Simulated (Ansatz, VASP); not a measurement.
CaO in VASP and in Ansatz

The input INCAR:

```
SYSTEM = CaO
PREC = Accurate
ENCUT = 520
EDIFF = 1E-7
ISMEAR = 0
SIGMA = 0.05
LREAL = .False.
LASPH = .True.
NELM = 80
ALGO = Normal
ISIF = 2
LWAVE = .False.
LCHARG = .False.
NBANDS = 15
```

File KPOINTS:

```
regular mesh
0
Gamma
  8 8 8
  0 0 0
```

POSCAR

```
CaO
1.0
    0.0000000000      2.3755300000      2.4857350000
    2.3755300000      0.0000000000      2.4857350000
    2.3755300000      2.3755300000      0.0000000000
Ca O
1 1
Direct
    0.0000000000      0.0000000000      0.0000000000
    0.5000000000      0.5000000000      0.5000000000
```

Input for Ansatz:

```yaml
crystal:
  lattice:
    - [0.0, 2.37553, 2.485735]
    - [2.37553, 0.0, 2.485735]
    - [2.37553, 2.37553, 0.0]
  atoms:
    - { symbol: Ca, position: [0.0, 0.0, 0.0] }
    - { symbol: O, position: [0.5, 0.5, 0.5] }
basis:
  ecutwfc: 420
kpoints:
  mp_grid: { grid: [8, 8, 8] }
hamiltonian:
  xc: lda
scf:
  occupations: { method: gaussian, width: 0.05 }
output:
  forces: true
  stress: true
  eigenvalues: true
```

Change from the starting cell: strain -0.030 along x and y, +0.015 along z, atoms carried along.

Alike in both runs: task single point; functional LDA; k mesh 8 × 8 × 8; occupations gaussian, width 0.05 eV; no spin polarisation.

```csv
,VASP,Ansatz
version,VASP 6.6.1,Ansatz 0.2.0
potentials or method,"VASP PAW LDA potentials, release 64 (Ca_sv, O)","scalar-relativistic, plane waves, PAW"
plane-wave cutoff (eV),520,420
valence electrons in the cell,16,16
```

|  | VASP | Ansatz | Ansatz less VASP |
| --- | --- | --- | --- |
| gap on the k mesh at the Fermi level (eV) | 3.39 | 3.42 | +0.029 |
| least direct gap on the mesh (eV) | 3.80 | 3.83 | +0.029 |
| pressure (GPa) | -6.8 | -7.5 | -0.73 |
| largest component of the traceless stress (GPa) | 3.77 | 3.55 | -0.215 |

A k mesh can miss the band edges.
